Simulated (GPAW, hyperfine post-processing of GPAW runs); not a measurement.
# CsLiMnS2: isotropic lines and sites in a paramagnetic 7Li spectrum

Calculated values: DFT, revPBE+U, plane-wave PAW, GPAW setups, collinear spin, scalar-relativistic (GPAW), contact and point-dipole shifts scaled to 340 K with Θ = 0 K (a pure Curie law); spin-only moments, above the ordering temperature.

```xyz
10
Lattice="0.0000 -8.3274 0.0000 4.1637 0.0000 0.0000 -2.0819 2.0819 7.0665" Properties=species:S:1:pos:R:3 pbc="T T T"
Cs    0.0000    0.0000    0.0000
Cs    0.0000   -4.1637    0.0000
Mn    0.0000   -2.0819    3.5333
Mn    0.0000   -6.2456    3.5333
S     0.0000    0.0000    4.8811
S     0.0000   -4.1637    4.8811
S     2.0819   -2.0819    2.1855
S     2.0819   -6.2456    2.1855
Li    2.0819    0.0000    3.5333
Li    2.0819   -4.1637    3.5333
```

7Li MAS at 4.7 T (77.8 MHz), 40 kHz, 340 K; contact and dipolar shift alone, no orbital or quadrupolar part; lines under 1.5 % of the strongest are left out. NMR lines, with heights relative to the strongest:

| position (ppm) | intensity |
| --- | --- |
| -5437.2 | 1.7 |
| -4922.9 | 5.1 |
| -4408.6 | 13 |
| -3894.3 | 24 |
| -3380.0 | 37 |
| -2865.7 | 21 |
| -2351.4 | 38 |
| -1837.1 | 28 |
| -1322.8 | 27 |
| -808.5 | 56 |
| -294.2 | 100 |
| 220.0 | 72 |
| 734.3 | 17 |
| 1248.6 | 3.6 |

**Question.** Which lines are isotropic ones rather than spinning sidebands, and which Li atoms give them?

Sidebands are spaced by 514 ppm (the spinning rate over the resonance of 77.8 MHz). An isotropic line need not be the tallest: it is the area-weighted centre of its own family of sidebands, and the one that stays put when the rate is changed. Isotropic shifts: -1323 ppm for atom 9 and the 1 atom equivalent to it (4 Mn through links of 73° (8)), reduced anisotropy -3427 ppm.

[Logs are printed without paths, hosts, clocks, repeated set-up lines and the standing remarks that a program may print on its own settings, such as how far it seeks lower states.]

[Hosts, paths, dates, database ids (printed as entryN), source tags and the programs' standing remarks are cut or masked in the printed files.]
